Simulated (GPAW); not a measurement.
# ZnO (zincite) (P6_3mc) in GPAW: further runs, part 2 of 2

GPAW 26.7.0. Earlier steps stand in the parts before.

## Step 5: Band structure, WC

Contents of run.py:

```python
from ase.dft.bandgap import bandgap
from ase.io import write
from ase.spacegroup import crystal
from ase.units import GPa
from gpaw import GPAW, PW, setup_paths

setup_paths.insert(0, '.')

# Zn 2b
# O 2b
atoms = crystal(['Zn', 'O'],
                basis=[[0.6666666667, 0.3333333333, 0.0],
                       [0.3333333333, 0.6666666667, 0.87901]],
                spacegroup=186, setting=1,  # P6_3mc
                cellpar=[3.249308, 3.249308, 5.205709, 90.0, 90.0, 120.0],
                primitive_cell=True)

calc = GPAW(mode=PW(800),
            xc='WC',
            kpts={'size': (6, 6, 3), 'gamma': True},
            occupations={'name': 'fermi-dirac', 'width': 0.05},
            nbands=31,
            convergence={'density': 1e-05, 'energy': 1e-05},
            maxiter=150,
            txt='gpaw.txt')
atoms.calc = calc
energy = atoms.get_potential_energy()
forces = atoms.get_forces()
stress = atoms.get_stress()
calc.write('gs.gpw')
write('result.traj', atoms)
print(f'Energy: {energy:.6f} eV')
print('Forces (eV/A):')
print(forces.round(4))
print('Stress (GPa):', (stress / GPa).round(3))
print('Fermi level:', round(calc.get_fermi_level(), 4), 'eV')
print(f'Gap: {bandgap(calc)[0]:.4f} eV, direct: {bandgap(calc, direct=True)[0]:.4f} eV')

path = atoms.cell.bandpath('GMKGALHA,LM,KH', npoints=80, eps=1e-4)
bs_calc = calc.fixed_density(kpts=path, symmetry='off', nbands=45,
                             convergence={'bands': 'CBM+6.0', 'eigenstates': 1e-6}, txt='bands.txt')
bs = bs_calc.band_structure()
bs.write('bs.json')
print(f'Gap on the path: {bandgap(bs_calc)[0]:.4f} eV')
```

Potentials or basis: PAW data sets generated in the run's folder for this functional, pw.

Run with:

```bash
gpaw-setup -f WC O Zn
OMP_NUM_THREADS=1 python run.py
```

gpaw.txt:

```text
__  _  _
 | _ |_)|_||  |
 |__||  | ||/\| - 26.7.0

Input parameters:
  mode=PW(ecut=800.0),
  convergence={'density': 1e-05, 'energy': 1e-05},
  kpts=MonkhorstPack(size=(6, 6, 3), gamma=True),
  maxiter=150,
  nbands=31,
  occupations=Occupations(name='fermi-dirac', width=0.05),
  xc=XC(name='WC')

Diagonalizing LCAO Hamiltonian
Converting LCAO to pw mode

        O

        Zn

           O

           Zn

Atoms  # Å, Bohr magnetons
|   | symbol |         x |        y |        z |    initial magnetic moments |
|---|--------|-----------|----------|----------|-----------------------------|
| 0 |     Zn |  1.624654 | 0.937994 | 0.000000 | ( 0.0000,  0.0000,  0.0000) |
| 1 |     Zn | -0.000000 | 1.875989 | 2.602854 | ( 0.0000,  0.0000,  0.0000) |
| 2 |      O | -0.000000 | 1.875989 | 4.575870 | ( 0.0000,  0.0000,  0.0000) |
| 3 |      O |  1.624654 | 0.937994 | 1.973016 | ( 0.0000,  0.0000,  0.0000) |

Unit cell  # Å
| periodic |         x |        y |        z |  lengths |     angles |
|----------|-----------|----------|----------|----------|------------|
|      yes |  3.249308 | 0.000000 | 0.000000 | 3.249308 |  90.000000 |
|      yes | -1.624654 | 2.813983 | 0.000000 | 3.249308 |  90.000000 |
|      yes |  0.000000 | 0.000000 | 5.205709 | 5.205709 | 120.000000 |

Number of symmetries: 6
Symmetry operations  # r_c * U_cc + t_c -> r_c
|   | kind |            matrix            |
|---|------|------------------------------|
[... 136 lines left out ...]
maximum number of iterations: 150

SCF iterations
|iter     | |      energy | eigst |  dens |
|---------|-|-------------|-------|-------|
|iter:   1| |  -22.739681 | +0.45 |       |
|iter:   2| |  -21.909855 | -1.52 | -1.00 |
|iter:   3| |  -19.896992 | -0.58 | -1.06 |
|iter:   4| |  -19.888565 | -3.19 | -1.63 |
|iter:   5| |  -19.889126 | -2.97 | -1.89 |
|iter:   6| |  -19.889133 | -4.55 | -2.95 |
|iter:   7| |  -19.889204c| -5.53 | -3.33 |
|iter:   8| |  -19.889217c| -6.01 | -3.71 |
|iter:   9| |  -19.889217c| -7.48c| -4.59 |
|iter:  10| |  -19.889217c| -7.66c| -4.99 |
|iter:  11| |  -19.889217c| -8.32c| -5.26c|

Converged in 11 steps
Energy contributions relative to reference atoms: (reference = -101772.427781)

Energy contributions:
  Kinetic:          38.089040
  Coulomb:         -33.877346
  Zero:              0.361130
  External:          0.000000
  Xc:              -24.462028
  Entropy:          -0.000026
  Spinorbit:         0.000000
  ----------------------------
  Free energy:     -19.889230
  Extrapolated:    -19.889217

dipole moment: (0.000000, 0.000001, -8.268052)  # |e|*Ang

Fermi level: 4.069
Eigenvalues  # (at kpt = [0.000, 0.000, 0.000])
| band index |      eig [eV] | occ [0-2] |
|------------|---------------|-----------|
|          0 |       -14.277 |     2.000 |
|        ... |               |           |
|         10 |        -0.583 |     2.000 |
|         11 |        -0.583 |     2.000 |
|         12 |        -0.316 |     2.000 |
|         13 |         2.891 |     2.000 |
|         14 |         2.891 |     2.000 |
|         15 |         3.633 |     2.000 |
[... 8 lines left out ...]
|         24 |        17.704 |     0.000 |
|         25 |        17.704 |     0.000 |
|        ... |               |           |
|         30 |        23.396 |     0.000 |

Gap: 0.680 eV
Transition (v -> c):
  (s=0, k=0, n=17, [0.00, 0.00, 0.00]) -> (s=0, k=0, n=18, [0.00, 0.00, 0.00])
No difference between direct/indirect transitions

Forces  # eV/Ang
|        x |        y |        z |
|----------|----------|----------|
|  0.00000 |  0.00000 | -0.06127 |  # Zn   0
|  0.00000 |  0.00000 | -0.06137 |  # Zn   1
| -0.00000 |  0.00000 |  0.06138 |  # O    2
|  0.00000 | -0.00000 |  0.06135 |  # O    3

Stress tensor  # eV/Ang^3
|         x |         y |        z |
|-----------|-----------|----------|
|  0.015555 | -0.000000 | 0.000000 |
| -0.000000 |  0.015555 | 0.000000 |
|  0.000000 |  0.000000 | 0.005069 |

# Writing to gs.gpw (mode='')
```

stdout:

```text
Energy: -19.889217 eV
Forces (eV/A):
[[ 0.      0.     -0.0613]
 [ 0.      0.     -0.0614]
 [-0.      0.      0.0614]
 [ 0.     -0.      0.0613]]
Stress (GPa): [ 2.492  2.492  0.812  0.     0.    -0.   ]
Fermi level: 4.0689 eV
Gap: 0.6798 eV, direct: 0.6798 eV
Gap on the path: 0.6798 eV
```

bands.txt:

```text
Diagonalizing LCAO Hamiltonian
Converting LCAO to pw mode
convergence criteria:
- Maximum integral of absolute [eigenst]ate change: 1e-06 eV^2 / valence electron
maximum number of iterations: 150

SCF iterations
|iter     | |      energy | eigst |  dens |
|---------|-|-------------|-------|-------|
|iter:   1| |             | +1.07 |       |
[... 86 lines left out ...]
         [0.33333333, 0.33333333, 0.        ],
         [0.33333333, 0.33333333, 0.07142857],
         [0.33333333, 0.33333333, 0.14285714],
         [0.33333333, 0.33333333, 0.21428571],
         [0.33333333, 0.33333333, 0.28571429],
         [0.33333333, 0.33333333, 0.35714286],
         [0.33333333, 0.33333333, 0.42857143],
         [0.33333333, 0.33333333, 0.5       ]])),
  maxiter=150,
  nbands=45,
  occupations=Occupations(name='fermi-dirac', width=0.05),
  symmetry=Symmetry(point_group=False, time_reversal=False),
  xc=XC(name='WC')
```

Wall time 2.3 min (1 thread of Arm Neoverse V1, shared host); peak memory 0.41 GiB.

What came out:

| Item | Value |
| --- | --- |
| Free energy | -19.8892 eV |
| Pressure | -1.9 GPa |
| Largest force | 0.061 eV/Å |
| Band gap on the k mesh | 0.68 eV, direct |
| Band gap along the path | 0.68 eV, direct |

Forces on the atoms (eV/Å):
```
Zn   0.000  0.000 -0.061
Zn   0.000  0.000 -0.061
O    0.000  0.000  0.061
O    0.000  0.000  0.061
```

Stress tensor (GPa, compression positive):
```
-2.49  0.00  0.00
 0.00 -2.49  0.00
 0.00  0.00 -0.81
```

Levels at the corners of the path, in eV from the valence-band top:
| point | band 16 | band 17 | band 18 | band 19 | band 20 |
| --- | --- | --- | --- | --- | --- |
| Γ | -0.07 | 0.00 | 0.00 | 0.68 | 5.09 |
| M | -2.30 | -1.29 | -0.83 | 5.67 | 6.70 |
| K | -1.93 | -1.93 | -1.72 | 7.51 | 7.59 |
| Γ | -0.07 | 0.00 | 0.00 | 0.68 | 5.09 |
| A | -0.40 | -0.40 | -0.40 | 3.36 | 3.36 |
| L | -1.52 | -1.36 | -1.36 | 5.58 | 5.58 |
| H | -2.70 | -1.23 | -1.23 | 7.85 | 7.85 |
| A | -0.40 | -0.40 | -0.40 | 3.36 | 3.36 |
| L | -1.52 | -1.36 | -1.36 | 5.58 | 5.58 |
| M | -2.30 | -1.29 | -0.83 | 5.67 | 6.70 |
| K | -1.93 | -1.93 | -1.72 | 7.51 | 7.59 |
| H | -2.70 | -1.23 | -1.23 | 7.85 | 7.85 |

Caveat: the k mesh is coarse.

## Step 6: The runs side by side

| task | level | potentials or basis | band path | band points | gap on the mesh (eV) | pressure (GPa) | V0 of scaled cells (Å³/atom) | B0 (GPa) |
| --- | --- | --- | --- | --- | --- | --- | --- | --- |
| equation of state | C09-vdW | GPAW PAW data sets (gpaw-data 1.2.1), pw | - | - | - | - | 12.03 | 140 |
| equation of state | vdW-DF-cx | GPAW PAW data sets (gpaw-data 1.2.1), pw | - | - | - | - | 12.13 | 137 |
| band structure | r4SCAN | GPAW PAW data sets (gpaw-data 1.2.1), pw | GMKGALHA,LM,KH | 60 | 1.24 | -2.8 | - | - |
| band structure | WC | PAW data sets generated in the run's folder for this functional, pw | GMKGALHA,LM,KH | 80 | 0.68 | -1.9 | - | - |

Alike in all rows: no spin polarisation; cell as given; k mesh 6 × 6 × 3; cutoff (eV) 800; smearing fermi-dirac 0.05 eV; the mesh is coarse, so values aren't converged.

Caveats: some runs use coarse meshes; the PAW data sets were made with another functional, which shifts forces and pressure a little (some runs); the cell was scaled at fixed shape and fractional positions, which overstates the stiffness of a crystal with free parameters, most of all of layers and chains (some runs); the forces don't sum to zero, a sign of grid noise (some runs).

Total energies depend on the potentials used, so only differences within one code and one set of settings carry meaning.

## Step 7: How close it comes

Step 4. Measured gap of ZnO: 3.37 eV (quoted in “Electronic structure of alkaline earth and post-transition metal oxides”, 2009, arxiv:0908.1581). This calculation gives 1.24 eV (-2.13 eV). So large a miss can be the level of theory's own, or it may mean another phase, state or a wrong row. The value is that of r4SCAN, without temperature or zero-point motion.

Step 5. Against the measured gap of ZnO, 3.37 eV (quoted in “Electronic structure of alkaline earth and post-transition metal oxides”, 2009, arxiv:0908.1581), the calculated 0.68 eV is off by -2.69 eV. So large a miss can be the level of theory's own, or it may mean another phase, state or a wrong row. The value is that of WC, without temperature or zero-point motion. Semilocal functionals fall short of measured gaps as a rule.
